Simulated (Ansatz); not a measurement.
# InP (rocksalt type): the cost of one run

Computed with Ansatz 0.2.0 (DFT LDA, with the methods named in each step, unless a step's input says otherwise).

### 1 The system as given

It takes space group Fm-3m (No. 225, cubic). The conventional cell has a = 5.417 Å, b = 5.417 Å, c = 5.417 Å, α = 90.00°, β = 90.00°, γ = 90.00°. In (site symmetry m-3m) is surrounded by 6 P at 2.71 Å. Around P (site symmetry m-3m) lie 6 In at 2.71 Å.

As a file:

```
In P
1.0
     0.00000    2.70832    2.70832
     2.70832    0.00000    2.70832
     2.70832    2.70832    0.00000
In P
1 1
Direct
  0.00000 0.00000 0.00000
  0.50000 0.50000 0.50000
```

Whether this phase is the stable one at these pressures isn't tested.

Atoms are numbered in the order of the input: In1, P2.

### 2 The reference volume, LAPW

File input.yaml:

```yaml
crystal:
  lattice:
    - [0.0, 2.7083233961, 2.7083233961]
    - [2.7083233961, 0.0, 2.7083233961]
    - [2.7083233961, 2.7083233961, 0.0]
  atoms:
    - { symbol: In, position: [0.0, 0.0, 0.0] }
    - { symbol: P, position: [0.5, 0.5, 0.5] }
kpoints:
  mp_grid: { grid: [14, 14, 14] }
  band_path:
    path:
      - [0.0, 0.0, 0.0]
      - [0.5, 0.0, 0.5]
      - [0.625, 0.25, 0.625]
      - [0.375, 0.375, 0.75]
      - [0.0, 0.0, 0.0]
      - [0.5, 0.5, 0.5]
      - [0.5, 0.25, 0.75]
      - [0.5, 0.0, 0.5]
    npoints: 14
scf:
  occupations: { method: fermi_dirac, width: 0.05 }
hamiltonian:
  xc: lda
  pseudopotentials: { kind: all_electron, lapw: { basis_error: 0.001 } }
output:
  forces: true
  stress: true
  eigenvalues: true
  populations: true
  dos: { projected: true, de: 0.2, e_range: [-14, 8] }
```

On the command line:

```console
$ ansatz run input.yaml --threads 1 --pin off --max-ram 2048MiB --backend cpu --events-out ev --progress --plain --runs-dir out
```

Q: Estimate wall time and peak memory on 1 thread of Intel Xeon 6975P-C (Granite Rapids), shared host.

About 11 s, with a peak of 0.45 GiB.
